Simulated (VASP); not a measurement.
SiC: phonons with LDA

SiC:

```
CELL_PARAMETERS angstrom
0.00000 2.00661 2.00661
2.00661 0.00000 2.00661
2.00661 2.00661 0.00000
ATOMIC_POSITIONS crystal
Si 0.00000 0.00000 0.00000
C 0.50000 0.50000 0.50000
```

The cell was built by a generator and needn't be a form met in nature.

| Property | Result |
| --- | --- |
| Program | VASP 6.6.1 |
| Task | phonons |
| Functional | LDA |
| Potentials or basis | VASP PAW LDA potentials, release 64 (Si, C) |
| Cutoff | 600 eV |
| k mesh | 12 × 12 × 12 |
| Occupations | gaussian, width 0.03 eV |
| Spin | no spin polarisation |
| By perturbation theory | no |
| Further INCAR settings | ALGO = Normal; EDIFF = 1e-08; IBRION = 6; POTIM = 0.015; NSW = 1 |

```
Highest phonon frequency at Γ, LO-TO splitting left out : 428 cm⁻¹
```

Phonon frequencies in cm⁻¹ (negative: imaginary):
| q point | frequencies |
| --- | --- |
| (0.000, 0.000, 0.000) | 0 0 0 428 428 428 |

It took 30 s on 1 thread of Intel(R) Xeon(R) 6975P-C (Granite Rapids) (shared host), peak memory 0.15 GiB.
